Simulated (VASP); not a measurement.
# H (I4/mmm) in VASP: further runs

One crystal, H, is run at these levels: PBE; tasks: single point.

Program: VASP 6.6.1. These are calculated values, not measurements. Logs are shortened: lines on timing, memory, paths and dates and some standing lists are left out, and cuts for length are marked.

**1. The crystal as given**

It takes space group I4/mmm (No. 139, tetragonal). The conventional cell has a = 3.383 Å, b = 3.383 Å, c = 4.117 Å, α = 90.00°, β = 90.00°, γ = 90.00°. H (site symmetry 4mm) is surrounded by 1 H at 0.74 Å.

**2. Single point, PBE**

Input file INCAR:

```
SYSTEM = H
  PREC = Accurate
  ENCUT = 450
  EDIFF = 1E-6
  ISMEAR = 0
  SIGMA = 0.05
  LREAL = .FALSE.
  LASPH = .TRUE.
  NELM = 100
  ALGO = Normal
  ISIF = 2
  LWAVE = .FALSE.
  LCHARG = .FALSE.
  GGA = PE
  ADDGRID = .TRUE.
```

Input file KPOINTS:

```
Automatic mesh
0
G
  5 5 5
  0 0 0
```

Input file POSCAR:

```
H
1.0
   -1.6915344700      1.6915344700      2.0584739900
    1.6915344700     -1.6915344700      2.0584739900
    1.6915344700      1.6915344700     -2.0584739900
H
2
Direct
    0.0961830000      0.0949540000      0.0224580000
    0.9170920000      0.8909110000      0.0100700000
```

Potentials or basis: VASP PAW PBE potentials, release 64 (H).

Launch:

```bash
cat potpaw_PBE.64/H/POTCAR > POTCAR
mpirun -np 1 vasp_std > vasp.out
```

OUTCAR:

```text
SYSTEM = H
   PREC = Accurate
   ENCUT = 450
   EDIFF = 1E-6
   ISMEAR = 0
   LREAL = .FALSE.
   LASPH = .TRUE.
   NELM = 100
   ISIF = 2
   GGA = PE

 Found     63 irreducible k-points:

 Following reciprocal coordinates:
            Coordinates               Weight
  0.000000  0.000000  0.000000      1.000000
  0.200000 -0.000000  0.000000      2.000000
 -0.000000  0.200000  0.000000      2.000000
 -0.000000  0.200000 -0.200000      2.000000
  0.200000 -0.000000 -0.200000      2.000000
  0.400000 -0.000000  0.000000      2.000000
   k-points           NKPTS =     63   k-points in BZ     NKDIM =     63   number of bands    NBANDS=      5
   number of dos      NEDOS =    301   number of ions     NIONS =      2
   total plane-waves  NPLWV =  13824
   dimension x,y,z NGX =    24 NGY =   24 NGZ =   24
   dimension x,y,z NGXF=    48 NGYF=   48 NGZF=   48
   ions per type =               2
   NGX,Y,Z   is equivalent  to a cutoff of  12.64, 12.64, 12.64 a.u.
   NGXF,Y,Z  is equivalent  to a cutoff of  25.29, 25.29, 25.29 a.u.
 SYSTEM =  H
   PREC   = accura    normal or accurate (medium, high low for compatibility)
   ISTART =      0    job   : 0-new  1-cont  2-samecut
   ICHARG =      2    charge: 1-file 2-atom 10-const
   ISPIN  =      1    spin polarized calculation?
   LNONCOLLINEAR =      F non collinear calculations
   LSORBIT =      F    spin-orbit coupling
   LASPH  =      T    aspherical Exc in radial PAW
   ENCUT  =  450.0 eV  33.07 Ry    5.75 a.u.   5.46  5.46  5.46*2*pi/ulx,y,z
   NELM   =    100;   NELMIN=  2; NELMDL= -5     # of ELM steps
   EDIFF  = 0.1E-05   stopping-criterion for ELM
   LREAL  =      F    real-space projection
   EDIFFG = 0.1E-04   stopping-criterion for IOM
   NSW    =      0    number of steps for IOM
   IBRION =     -1    ionic relax: 0-MD 1-quasi-New 2-CG
   NFREE  =      0    steps in history (QN), initial steepest desc. (CG)
   ISIF   =      2    stress and relaxation
   ISYM   =      2    0-nonsym 1-usesym 2-fastsym
   POTIM  = 0.5000    time-step for ionic-motion
   TEBEG  =    0.0;   TEEND  =   0.0 temperature during run
   PSTRESS=    0.0 pullay stress
   NELECT =       2.0000    total number of electrons
   NUPDOWN=      -1.0000    fix difference up-down
   EMIN   =  10.00;   EMAX   =-10.00  energy-range for DOS
   EFERMI =   0.00;   METHOD = LEGACY
   ISMEAR =     0;   SIGMA  =   0.05  broadening in eV -4-tet -1-fermi 0-gaus
   EFERMI_NEDOS =   21; number of points for ismear=-14 and -15
   IALGO  =     38    algorithm
   IMIX   =      4    mixing-type and parameters
     AMIX     =   0.40;   BMIX     =  1.00
     AMIX_MAG =   1.60;   BMIX_MAG =  1.00
  volume/ion in A,a.u.               =      11.78        79.49
  Fermi-wavevector in a.u.,A,eV,Ry     =   0.719497  1.359653  7.043413  0.517676
  Thomas-Fermi vector in A             =   1.808708
   LORBIT       =      0    0 simple, 1 ext, 2 COOP (PROOUT), +10 PAW based schemes
   GGA     = PE    functional components
   LHFCALC =     F    Hartree Fock is set to
   AEXX    =    0.0000 exact exchange contribution
   IVDW    =     0    specifies the selected vdW correction
   LEPSILON=     F    determine dielectric tensor
   LRPA    =     F    only Hartree local field effects (RPA)
 non-spin polarized calculation
 Gauss-broadening in eV      SIGMA  =   0.05
  energy-cutoff  :      450.00
  volume of cell :       23.56
 maximum number of plane-waves:       522
 NGX is ok and might be reduce to    24
   NGX = 11   NGY = 11   NGZ = 11

 number of electron       2.0000000 magnetization

 Free energy of the ion-electron system (eV)
  ---------------------------------------------------
  ext. energy  EPLUGINS =         0.00000000
  ---------------------------------------------------
  free energy    TOTEN  =        -6.77315518 eV

  energy without entropy =       -6.77315518  energy(sigma->0) =       -6.77315518

 E-fermi :  -7.8369     XC(G=0):  -5.3781

 val. band max:       -8.1177607223   @ k =  -0.4000   0.4000   0.4000
 cond. band min:       0.9509856131   @ k =  -0.0000   0.4000   0.0000
 fundamental gap:      9.0687463355
 Fermi energy:        -7.8368913098

 k-point     1 :       0.0000    0.0000    0.0000
  band No.  band energies     occupation
      1     -10.4340      2.00000
      2       5.5965      0.00000
      3       8.6378      0.00000
      4      15.3804      0.00000
      5      15.3919      0.00000

 k-point     2 :       0.2000   -0.0000    0.0000
  band No.  band energies     occupation
      1      -9.9674      2.00000
      2       3.6875      0.00000
      3       9.2720      0.00000
      4      12.2085      0.00000
      5      13.5516      0.00000

 k-point     3 :      -0.0000    0.2000    0.0000
  band No.  band energies     occupation
      1      -9.9579      2.00000
      2       3.5471      0.00000
      3       9.3956      0.00000
      4      12.4097      0.00000
      5      13.5112      0.00000

 k-point     4 :      -0.0000    0.2000   -0.2000
  band No.  band energies     occupation
      1      -9.9627      2.00000
      2       3.6175      0.00000
      3       9.3326      0.00000
      4      12.3042      0.00000
      5      13.5343      0.00000

 k-point     5 :       0.2000   -0.0000   -0.2000
  band No.  band energies     occupation
      1      -9.9719      2.00000
      2       3.7549      0.00000
      3       9.2145      0.00000
      4      12.1235      0.00000
      5      13.5653      0.00000

 k-point     6 :       0.4000   -0.0000    0.0000
  band No.  band energies     occupation
      1      -9.0315      2.00000
      2       1.1766      0.00000
      3       9.0517      0.00000
      4      10.3897      0.00000
      5      12.3347      0.00000

 [... further k-points ...]

------------------------ aborting loop because EDIFF is reached ----------------------------------------

  FORCE on cell =-STRESS in cart. coord.  units (eV):
  Direction    XX          YY          ZZ          XY          YZ          ZX
  --------------------------------------------------------------------------------------
  -------------------------------------------------------------------------------------
  Total       -0.0119787     -0.0086534     -0.4173019      0.0007569      0.0123450     -0.0367571
  in kB       -0.8146182     -0.5884750    -28.3787913      0.0514701      0.8395279     -2.4996851
  external PRESSURE =      -9.9272948 kB  Pullay stress =       0.0000000 kB

 VOLUME and BASIS-vectors are now :
 -----------------------------------------------------------------------------
  energy-cutoff  :      450.00
  volume of cell :       23.56
      direct lattice vectors                 reciprocal lattice vectors
    -1.691534470  1.691534470  2.058473990     0.000000000  0.295589602  0.242898381
     1.691534470 -1.691534470  2.058473990     0.295589602  0.000000000  0.242898381
     1.691534470  1.691534470 -2.058473990     0.295589602  0.295589602  0.000000000

 POSITION                                       TOTAL-FORCE (eV/Angst)
 -----------------------------------------------------------------------------------
      0.03591      0.04007      0.34722        -0.046680      0.015723     -0.520616
     -0.02725      0.06132      3.70100         0.046680     -0.015723      0.520616
 -----------------------------------------------------------------------------------
    total drift:                               -0.000000      0.000000      0.000000

  FREE ENERGIE OF THE ION-ELECTRON SYSTEM (eV)
  ---------------------------------------------------
  free  energy   TOTEN  =        -6.7731551757 eV

  energy  without entropy=       -6.7731551757  energy(sigma->0) =       -6.77315518
```

Wall time 3.4 s (1 thread of Intel Xeon Platinum 8488C (Sapphire Rapids), shared host); peak memory 0.15 GiB.

These settings aren't checked as converged: the numbers below hold their error.

Results:

- Free energy: -6.7732 eV
- Pressure: -1.0 GPa
- Largest force: 0.523 eV/Å
- Band gap on the k mesh: 9.07 eV, indirect (least direct gap 9.76 eV)

Caveat: the k mesh is coarse (spacing up to 0.53 Å⁻¹), so the values aren't converged; an odd mesh through Γ misses points on the zone boundary, where band edges often lie.

**3. Single point, PBE**

Edit INCAR of step 2 so:

```diff
@@ -7,3 +7,3 @@
   LREAL = .FALSE.
-  LASPH = .TRUE.
+  LASPH = .FALSE.
   NELM = 100
@@ -14,2 +14,2 @@
   GGA = PE
-  ADDGRID = .TRUE.
+  ADDGRID = .FALSE.
```

KPOINTS is that of step 2.

Input file POSCAR:

```
H
1.0
   -1.6915344700      1.6915344700      2.0584739900
    1.6915344700     -1.6915344700      2.0584739900
    1.6915344700      1.6915344700     -2.0584739900
H
2
Direct
    0.0901377100      0.0901377100      0.0000000000
    0.9098622900      0.9098622900      0.0000000000
```

Potentials or basis: VASP PAW PBE potentials, release 64 (H).

Launch:

```bash
cat potpaw_PBE.64/H/POTCAR > POTCAR
mpirun -np 1 vasp_std > vasp.out
```

OUTCAR:

```text
SYSTEM = H
   PREC = Accurate
   ENCUT = 450
   EDIFF = 1E-6
   ISMEAR = 0
   LREAL = .FALSE.
   LASPH = .FALSE.
   NELM = 100
   ISIF = 2
   GGA = PE

 Found     18 irreducible k-points:

 Following reciprocal coordinates:
            Coordinates               Weight
  0.000000  0.000000  0.000000      1.000000
  0.200000 -0.000000  0.000000      8.000000
  0.400000 -0.000000  0.000000      8.000000
  0.200000  0.200000  0.000000      8.000000
  0.400000  0.200000  0.000000     16.000000
 -0.400000  0.200000 -0.000000     16.000000
   k-points           NKPTS =     18   k-points in BZ     NKDIM =     18   number of bands    NBANDS=      5
   number of dos      NEDOS =    301   number of ions     NIONS =      2
   total plane-waves  NPLWV =  13824
   dimension x,y,z NGX =    24 NGY =   24 NGZ =   24
   dimension x,y,z NGXF=    48 NGYF=   48 NGZF=   48
   ions per type =               2
   NGX,Y,Z   is equivalent  to a cutoff of  12.64, 12.64, 12.64 a.u.
   NGXF,Y,Z  is equivalent  to a cutoff of  25.29, 25.29, 25.29 a.u.
 SYSTEM =  H
   PREC   = accura    normal or accurate (medium, high low for compatibility)
   ISTART =      0    job   : 0-new  1-cont  2-samecut
   ICHARG =      2    charge: 1-file 2-atom 10-const
[... 56 lines left out ...]
 E-fermi :  -8.0134     XC(G=0):  -5.3450

 val. band max:       -8.2807391689   @ k =  -0.4000   0.4000   0.4000
 cond. band min:       1.1936642035   @ k =   0.4000  -0.0000   0.0000
 fundamental gap:      9.4744033724
 Fermi energy:        -8.0133527595

 k-point     1 :       0.0000    0.0000    0.0000
  band No.  band energies     occupation
      1     -10.5231      2.00000
      2       5.4494      0.00000
      3       8.9247      0.00000
      4      15.3786      0.00000
      5      15.3786      0.00000
[... 33 lines left out ...]
 k-point     6 :      -0.4000    0.2000   -0.0000
  band No.  band energies     occupation
      1      -9.2566      2.00000
      2       2.5810      0.00000
      3       6.5991      0.00000
      4      10.0615      0.00000
      5      11.7024      0.00000

 [... further k-points ...]

------------------------ aborting loop because EDIFF is reached ----------------------------------------

  FORCE on cell =-STRESS in cart. coord.  units (eV):
  Direction    XX          YY          ZZ          XY          YZ          ZX
  --------------------------------------------------------------------------------------
  -------------------------------------------------------------------------------------
  Total       -0.0122584     -0.0122584      0.1860746      0.0000000      0.0000000      0.0000000
  in kB       -0.8336384     -0.8336384     12.6540789      0.0000000      0.0000000      0.0000000
  external PRESSURE =       3.6622674 kB  Pullay stress =       0.0000000 kB

 VOLUME and BASIS-vectors are now :
 -----------------------------------------------------------------------------
  energy-cutoff  :      450.00
  volume of cell :       23.56
      direct lattice vectors                 reciprocal lattice vectors
    -1.691534470  1.691534470  2.058473990     0.000000000  0.295589602  0.242898381
     1.691534470 -1.691534470  2.058473990     0.295589602  0.000000000  0.242898381
     1.691534470  1.691534470 -2.058473990     0.295589602  0.295589602  0.000000000

 POSITION                                       TOTAL-FORCE (eV/Angst)
 -----------------------------------------------------------------------------------
      0.00000      0.00000      0.37109        -0.000000     -0.000000      0.284991
      0.00000      0.00000      3.74586         0.000000      0.000000     -0.284991
 -----------------------------------------------------------------------------------
    total drift:                               -0.000000      0.000000      0.000000

  FREE ENERGIE OF THE ION-ELECTRON SYSTEM (eV)
  ---------------------------------------------------
  free  energy   TOTEN  =        -6.7752311551 eV

  energy  without entropy=       -6.7752311551  energy(sigma->0) =       -6.77523116
```

OSZICAR:

```text
N       E                     dE             d eps       ncg     rms          rms(c)
DAV:   1    -0.693447251838E+01   -0.69345E+01   -0.39923E+02   180   0.221E+02
DAV:   2    -0.734681920113E+01   -0.41235E+00   -0.41235E+00   245   0.167E+01
DAV:   3    -0.734752238586E+01   -0.70318E-03   -0.70318E-03   200   0.708E-01
DAV:   4    -0.734752353131E+01   -0.11455E-05   -0.11455E-05   250   0.312E-02
DAV:   5    -0.734752353311E+01   -0.17980E-08   -0.17982E-08   200   0.952E-04    0.446E+00
DAV:   6    -0.695615977370E+01    0.39136E+00   -0.20825E-01   185   0.217E+00    0.244E+00
DAV:   7    -0.677170249935E+01    0.18446E+00   -0.46052E-01   185   0.343E+00    0.282E-01
DAV:   8    -0.677625377165E+01   -0.45513E-02   -0.92920E-03   180   0.549E-01    0.180E-01
DAV:   9    -0.677521674507E+01    0.10370E-02   -0.24676E-03   180   0.265E-01    0.134E-02
DAV:  10    -0.677522677189E+01   -0.10027E-04   -0.39677E-05   205   0.519E-02    0.443E-03
DAV:  11    -0.677523083068E+01   -0.40588E-05   -0.43013E-06   195   0.179E-02    0.217E-03
DAV:  12    -0.677523115511E+01   -0.32443E-06   -0.84947E-08   130   0.232E-03
   1 F= -.67752312E+01 E0= -.67752312E+01  d E =-.343167E-15
```

stdout:

```text
POSCAR found type information on POSCAR H
 POSCAR found :  1 types and       2 ions
 scaLAPACK will be used
 LDA part: xc-table for (Slater+PW92), standard interpolation
 POSCAR, INCAR and KPOINTS ok, starting setup
 FFT: planning ... GRIDC
 FFT: planning ... GRID_SOFT
 FFT: planning ... GRID
 WAVECAR not read
 entering main loop
```

It took 1.5 s on 1 thread of Intel Xeon Platinum 8488C (Sapphire Rapids), shared host; peak memory 0.12 GiB.

The run converged, but some of its settings lie outside the range that counts as converged, so its numbers aren't taken as properties of the crystal.

What came out:

```
Free energy            : -6.7752 eV
Pressure               : 0.4 GPa
Largest force          : 0.285 eV/Å
Band gap on the k mesh : 9.47 eV, indirect (least direct gap 10.15 eV)
```

Caveat: the k mesh is coarse (spacing up to 0.53 Å⁻¹), so the values aren't converged; an odd mesh through Γ misses points on the zone boundary, where band edges often lie.

**4. Single point, PBE**

INCAR is that of step 3.

KPOINTS is that of step 3.

Input file POSCAR:

```
H
1.0
   -1.6915344700      1.6915344700      2.0584739900
    1.6915344700     -1.6915344700      2.0584739900
    1.6915344700      1.6915344700     -2.0584739900
H
2
Direct
    0.0961830000      0.0949540000      0.0224580000
    0.9170920000      0.8909110000      0.0100700000
```

Launch:

```bash
cat potpaw_PBE.64/H/POTCAR > POTCAR
mpirun -np 1 vasp_std > vasp.out
```

It took 2.6 s on 1 thread of Intel Xeon Platinum 8488C (Sapphire Rapids), shared host; peak memory 0.12 GiB.

These settings aren't checked as converged: the numbers below hold their error.

Results:

```
Free energy            : -6.7721 eV
Pressure               : -1.0 GPa
Largest force          : 0.515 eV/Å
Band gap on the k mesh : 9.07 eV, indirect (least direct gap 9.76 eV)
```

Caveat: the k mesh is coarse (spacing up to 0.53 Å⁻¹), so the values aren't converged; an odd mesh through Γ misses points on the zone boundary, where band edges often lie.

**5. Single point, PBE**

Input file INCAR:

```
SYSTEM = H
  PREC = Normal
  ENCUT = 450
  EDIFF = 1E-4
  ISMEAR = 0
  SIGMA = 0.05
  LREAL = Auto
  LASPH = .TRUE.
  NELM = 100
  ALGO = Normal
  ISIF = 2
  LWAVE = .FALSE.
  LCHARG = .FALSE.
  GGA = PE
  ADDGRID = .FALSE.
```

KPOINTS is that of step 4.

Input file POSCAR:

```
H
1.0
   -1.6915344700      1.6915344700      2.0584739900
    1.6915344700     -1.6915344700      2.0584739900
    1.6915344700      1.6915344700     -2.0584739900
H
2
Direct
    0.0901377100      0.0901377100      0.0000000000
    0.9098622900      0.9098622900      0.0000000000
```

Launch:

```bash
cat potpaw_PBE.64/H/POTCAR > POTCAR
mpirun -np 1 vasp_std > vasp.out
```

Wall time 1.3 s (1 thread of Intel Xeon Platinum 8488C (Sapphire Rapids), shared host); peak memory 0.1 GiB.

The run converged, but some of its settings lie outside the range that counts as converged, so its numbers aren't taken as properties of the crystal.

What came out:

* Free energy: -6.7766 eV
* Pressure: 0.3 GPa
* Largest force: 0.276 eV/Å
* Band gap on the k mesh: 9.47 eV, indirect (least direct gap 10.15 eV)

Caveat: the k mesh is coarse (spacing up to 0.53 Å⁻¹), so the values aren't converged; an odd mesh through Γ misses points on the zone boundary, where band edges often lie.

**6. Single point, PBE**

INCAR is that of step 5.

KPOINTS is that of step 5.

Input file POSCAR:

```
H
1.0
   -1.6915344700      1.6915344700      2.0584739900
    1.6915344700     -1.6915344700      2.0584739900
    1.6915344700      1.6915344700     -2.0584739900
H
2
Direct
    0.0961830000      0.0949540000      0.0224580000
    0.9170920000      0.8909110000      0.0100700000
```

Potentials or basis: VASP PAW PBE potentials, release 64 (H).

Launch:

```bash
cat potpaw_PBE.64/H/POTCAR > POTCAR
mpirun -np 1 vasp_std > vasp.out
```

Wall time 1.9 s (1 thread of Intel Xeon Platinum 8488C (Sapphire Rapids), shared host); peak memory 0.11 GiB.

These settings aren't checked as converged: the numbers below hold their error.

What came out:

```yaml
Free_energy: -6.7732 eV
Pressure: -1.0 GPa
Largest_force: 0.523 eV/Å
Band_gap_on_the_k_mesh: 9.07 eV, indirect (least direct gap 9.76 eV)
```

Caveat: the k mesh is coarse (spacing up to 0.53 Å⁻¹), so the values aren't converged; an odd mesh through Γ misses points on the zone boundary, where band edges often lie.

**7. For comparison**

An earlier run on the cell as given: functional PBE; potentials or basis VASP PAW PBE potentials, release 64 (H); cutoff 520 eV; k mesh 11 × 11 × 11; occupations fermi-dirac, width 0.05 eV; no spin polarisation.

- Pressure: 0.6 GPa
- Largest force: 0.264 eV/Å
- Band gap on the k mesh: 9.05 eV, indirect (least direct gap 9.84 eV)
